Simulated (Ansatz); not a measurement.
**Structural energy differences of phosphorus**

Theory: DFT, RPBE, plane waves (420 eV) with PAW, scalar-relativistic (Ansatz 0.2.0). The PAW files were generated under PBE, with cores re-solved for the functional.

Each structure is relaxed within its own symmetry, so a high-lying one may be dynamically unstable. No dispersion correction is added.

```tsv
structure	ΔE (meV/atom)	V (Å³/atom)	cell	magnetic state
black phosphorus	0	28.45	a = 3.328 Å, b = 14.395 Å, c = 4.750 Å	spin not included
simple cubic	177	14.82	a = 2.456 Å	spin not included
diamond	591	21.27	a = 5.541 Å	spin not included
bcc	780	14.42	a = 3.067 Å	spin not included
omega (AlB2-type)	783	14.61	a = 4.478 Å, c = 2.523 Å (c/a = 0.563)	spin not included
dhcp	904	14.96	a = 2.640 Å, c = 9.917 Å (c/a = 3.757)	spin not included
fcc	942	14.77	a = 3.895 Å	spin not included
A15	966	14.94	a = 4.925 Å	spin not included
```

ΔE counts from black phosphorus.

Differences under about 8 meV lie within the error of the k-point mesh.

This functional, with no dispersion term, lets the cell expand far past the measured one (black phosphorus).
